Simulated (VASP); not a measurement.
# A VASP 6.6.1 single-point calculation on Be$_{2}$C

INCAR

```
EDIFF = 1E-7
NELM = 120
NELMIN = 4
NBANDS = 6
ISMEAR = -1
LWAVE = .FALSE.
ISIF = 2
NSW = 0
SIGMA = 0.02
ENCUT = 300
GGA = PE
LREAL = .FALSE.
IBRION = -1
PREC = Accurate
LCHARG = .FALSE.
LASPH = .TRUE.
```

KPOINTS

```
KPOINTS created by Atomic Simulation Environment
0
Gamma
10 10 10
0 0 0
```

POSCAR

```
C  Be
 1.0000000000000000
     0.0000000000000000    2.1388807821000002    2.1388807821000002
     2.1388807821000002    0.0000000000000000    2.1388807821000002
     2.1388807821000002    2.1388807821000002    0.0000000000000000
 C   Be
   1   2
Cartesian
  0.0000000000000000  0.0000000000000000  0.0000000000000000
  1.0694403910500001  1.0694403910500001  1.0694403910500001
  3.2083211731500003  3.2083211731500003  3.2083211731500003
```

The recommended PBE PAW datasets give the neutral cell 8 valence electrons.

Command

```
mpirun -np 1 vasp_std
```

OSZICAR

```
N       E                     dE             d eps       ncg     rms          rms(c)
DAV:   1     0.190541176455E+01    0.19054E+01   -0.28319E+03   588   0.770E+02
DAV:   2    -0.180771101846E+02   -0.19983E+02   -0.18968E+02   840   0.122E+02
DAV:   3    -0.184905650878E+02   -0.41345E+00   -0.40830E+00   696   0.208E+01
DAV:   4    -0.184936307716E+02   -0.30657E-02   -0.30657E-02   948   0.161E+00
DAV:   5    -0.184936316799E+02   -0.90829E-06   -0.90828E-06   720   0.213E-02    0.518E+00
DAV:   6    -0.175279816350E+02    0.96565E+00   -0.34126E+00   570   0.138E+01    0.216E+00
DAV:   7    -0.174576443043E+02    0.70337E-01   -0.18595E-01   786   0.395E+00    0.119E+00
DAV:   8    -0.174480090570E+02    0.96352E-02   -0.87795E-03   588   0.176E+00    0.112E-01
DAV:   9    -0.174480684992E+02   -0.59442E-04   -0.49107E-05   924   0.856E-02    0.958E-02
DAV:  10    -0.174481333054E+02   -0.64806E-04   -0.23131E-04   666   0.150E-01    0.207E-02
DAV:  11    -0.174481202498E+02    0.13056E-04   -0.77498E-05   612   0.662E-02    0.262E-03
DAV:  12    -0.174481203003E+02   -0.50523E-07   -0.94196E-07   678   0.136E-02
   1 F= -.17448120E+02 E0= -.17448120E+02  d E =-.186965E-11
```

From OUTCAR

```
k-points           NKPTS =     47   k-points in BZ     NKDIM =     47   number of bands    NBANDS=      6

   NELECT =       8.0000    total number of electrons

   dimension x,y,z NGX =    18 NGY =   18 NGZ =   18
   dimension x,y,z NGXF=    36 NGYF=   36 NGZF=   36

  energy-cutoff  :      300.00
  volume of cell :       19.57
      direct lattice vectors                 reciprocal lattice vectors
     0.000000000  2.138880782  2.138880782    -0.233767120  0.233767120  0.233767120
     2.138880782  0.000000000  2.138880782     0.233767120 -0.233767120  0.233767120
     2.138880782  2.138880782  0.000000000     0.233767120  0.233767120 -0.233767120

 k-points in reciprocal lattice and weights: KPOINTS created by Atomic Simulation Env
   0.00000000  0.00000000  0.00000000       0.001
   0.10000000  0.00000000  0.00000000       0.008
   0.20000000  0.00000000  0.00000000       0.008
   0.30000000  0.00000000  0.00000000       0.008
   0.40000000  0.00000000  0.00000000       0.008
   0.50000000  0.00000000  0.00000000       0.004
   0.10000000  0.10000000  0.00000000       0.006
   0.20000000  0.10000000  0.00000000       0.024
   ...

 E-fermi :   8.4948

 k-point     1 :       0.0000    0.0000    0.0000
  band No.  band energies     occupation
      1      -7.2519      2.00000
      2       8.0734      2.00000
      3       8.0734      2.00000
      4       8.0734      2.00000
      5      12.2848      0.00000
      6      12.2848      0.00000

 k-point     2 :       0.1000    0.0000    0.0000
  band No.  band energies     occupation
      1      -7.0891      2.00000
      2       6.7431      2.00000
      3       7.7700      2.00000
      4       7.7700      2.00000
      5      12.7473      0.00000
      6      12.7473      0.00000

 k-point     3 :       0.2000    0.0000    0.0000
  band No.  band energies     occupation
      1      -6.6069      2.00000
      2       4.3478      2.00000
      3       7.1764      2.00000
      4       7.1764      2.00000
      5      13.5159      0.00000
      6      13.5159      0.00000

 k-point     4 :       0.3000    0.0000    0.0000
  band No.  band energies     occupation
      1      -5.8340      2.00000
      2       1.9958      2.00000
      3       6.6508      2.00000
      4       6.6508      2.00000
      5      13.6522      0.00000
      6      13.6522      0.00000

 k-point     5 :       0.4000    0.0000    0.0000
  band No.  band energies     occupation
      1      -4.8885      2.00000
      2       0.0443      2.00000
      3       6.3160      2.00000
      4       6.3160      2.00000
      5      13.3343      0.00000
      6      13.3343      0.00000

 k-point     6 :       0.5000    0.0000    0.0000
  band No.  band energies     occupation
      1      -4.3120      2.00000
      2      -0.8703      2.00000
      3       6.2135      2.00000
      4       6.2135      2.00000
      5      13.1666      0.00000
      6      13.1666      0.00000

 k-point     7 :       0.1000    0.1000    0.0000
  band No.  band energies     occupation
      1      -7.0352      2.00000
      2       7.1209      2.00000
      3       7.1209      2.00000
      4       7.4207      2.00000
      5      12.4433      0.00000
      6      13.4805      0.00000

 ...

  Total       -0.0927332     -0.0927332     -0.0927332      0.0000000      0.0000000     -0.0000000
  in kB       -7.5920021     -7.5920021     -7.5920021      0.0000000      0.0000000     -0.0000000
  external PRESSURE =      -7.5920021 kB  Pullay stress =       0.0000000 kB

 POSITION                                       TOTAL-FORCE (eV/Angst)
 -----------------------------------------------------------------------------------
      0.00000      0.00000      0.00000         0.000000     -0.000000     -0.000000
      1.06944      1.06944      1.06944        -0.000000      0.000000      0.000000
      3.20832      3.20832      3.20832         0.000000      0.000000     -0.000000
 -----------------------------------------------------------------------------------
    total drift:                               -0.000000      0.000000     -0.000000

  FREE ENERGIE OF THE ION-ELECTRON SYSTEM (eV)
  ---------------------------------------------------
  free  energy   TOTEN  =       -17.4481203003 eV

  energy  without entropy=      -17.4481203003  energy(sigma->0) =      -17.44812030
```

It converged. Results: gap between bands v and c on the k mesh 1.17 eV; least direct gap on the k mesh 4.21 eV; pressure -0.8 GPa. Band v is the last that the valence electrons fill when counted band by band, and c is the next.

These settings aren't sound, so the numbers aren't properties of the crystal.

On sound settings PBE gives a gap of 1.17 eV on its mesh and a pressure of 8.0 GPa for the intended cell.

The run took about 3.5 s on one core of a shared host (Intel Xeon Platinum 8488C) and held 0.11 GiB at most.
